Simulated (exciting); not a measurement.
# AgBr under changes of volume

One of the cells (23.644 Å³/atom); the others are scaled copies at fixed shape and fractional positions:

```
CELL_PARAMETERS angstrom
0.00000 2.87015 2.87015
2.87015 0.00000 2.87015
2.87015 2.87015 0.00000
ATOMIC_POSITIONS crystal
Ag 0.00000 0.00000 0.00000
Br 0.50000 0.50000 0.50000
```

* Program: exciting (release sodium)
* Functional: PBE
* Potentials or basis: all-electron LAPW+lo, shipped species files, valence relativity iora*
* rgkmax: 9
* k mesh: 8 × 8 × 8
* Occupations: fermi-dirac, width 0.05 eV
* Spin: no spin polarisation

```csv
volume (Å³/atom),energy over the lowest point (meV/atom),gap on the mesh (eV)
22.225,45.26,0.68
22.698,29.50,0.67
23.171,?,?
23.644,8.92,0.68
24.116,3.42,0.68
24.589,0.55,0.69
25.062,0.00,0.70
```

Q: What does the run at 23.171 Å³/atom give?

A: Energy over the lowest point 17.41 meV/atom; gap on the mesh 0.67 eV.

Worked out: A Birch-Murnaghan fit of order 3 (a polynomial in V^(-2/3)) to the other rows has its minimum at 24.93 Å³/atom with B0 = V·E''(V) = 39 GPa and B' = 5.3. It gives 17.52 meV/atom at 23.171 Å³/atom, against the run's 17.41. A parabola through the other rows of the gap, of slope 0.0527 eV per unit of ln V there, gives 0.67 eV, against the run's 0.67.

Energies are extrapolated to zero smearing.

A mesh can miss the band edges. Spin-orbit coupling on Ag, Br is left out.
